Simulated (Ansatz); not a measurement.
This script drives the Python package of Ansatz (0.2.0).

Script `tipbo3.py`:
```python
"""Cutoff test for TiPbO3."""

import logging
import sys

import ansatz as az
import pandas as pd

logging.basicConfig(stream=sys.stdout, format="[%(levelname)s] %(message)s")
log = logging.getLogger("tipbo3")
log.setLevel(logging.INFO)

system = (
    az.Lattice.from_parameters(3.8992, 3.8992, 4.1499, alpha=90, beta=90, gamma=90)
    .space_group(99, hermann_mauguin="P4mm")
    .atom("Ti", (0.5, 0.5, 0.5382))
    .atom("Pb", (0.0, 0.0, 0.0))
    .atom("O", (0.5, 0.5, 0.113))
    .atom("O", (0.5, 0.0, 0.615))
)

job = (
    system.calculation()
    .functional("PBE", dispersion="d4")
    .kpoints(6, 6, 6)
    .occupations("Fixed")
    .band_table()
)

rows = []
for value in [250, 350, 450, 550, 650]:
    summary = job.basis(value).run(threads=1).report
    rows.append((value, summary["free_energy_ev"] / len(summary["lattice"]["sites"]), summary["n_iterations"], summary["gap_by_band_count_ev"], summary["n_pw"]))

table = pd.DataFrame(rows, columns=["cutoff (eV)", "F/atom (eV)", "iterations", "gap by band count (eV)", "plane waves"])
print(table.round(5).to_string(index=False))

# the last row is the reference
for row in rows[:-1]:
    shift = 1000 * (row[1] - rows[-1][1])
    log.info(f"{row[0]}: {shift:+.2f} meV/atom" + ("  (within 1 meV)" if abs(shift) < 1 else ""))
```

It is started by `python tipbo3.py`. Estimate its wall time and peak memory on 1 thread of Arm Neoverse V1 (shared host).

It took about 34 s, with a peak of 0.5 GiB, for 5 runs of the engine.

```console
$ python tipbo3.py
DeckWarning: basis.ecutwfc = 250 eV is below the records' recommended 420 eV, and the density's cutoff is lower with it unless basis.ecutrho_ratio is high enough to keep the records' density cutoff: compare with a run at a higher cutoff
DeckWarning: basis.ecutwfc = 350 eV is below the records' recommended 420 eV, and the density's cutoff is lower with it unless basis.ecutrho_ratio is high enough to keep the records' density cutoff: compare with a run at a higher cutoff
 cutoff (eV)  F/atom (eV)  iterations  gap by band count (eV)  plane waves
         250  -3221.37412           8                 1.79468          563
         350  -3222.69673           7                 1.76806          945
         450  -3222.75403           7                 1.76934         1375
         550  -3222.75499           7                 1.76940         1847
         650  -3222.75546           7                 1.76934         2341
[INFO] 250: +1381.34 meV/atom
[INFO] 350: +58.73 meV/atom
[INFO] 450: +1.43 meV/atom
[INFO] 550: +0.47 meV/atom  (within 1 meV)
```
(Warnings from the package without file and line.)

From 550 eV on it stays within 1 meV an atom of the value at 650 eV; the first row (250 eV) is off by 1381.3 meV and the last but one by 0.47 meV. The energy falls steadily, as expected when plane waves are added. The last run costs about 2.8 times the first.

Caveats:
- Spin is left out of this run.
- Spin-orbit coupling, left out here, can change this gap by several tenths of an eV, and inverted bands can meet off the mesh.
- The structure is a deposited one; some such entries were measured under pressure or heat, so a shift against it needn't be the functional's error alone.
- Gaps and levels are Kohn-Sham values on a finite set of k-points, without spin-orbit coupling.
- Shifts are counted from the last row, which is itself no proven limit.
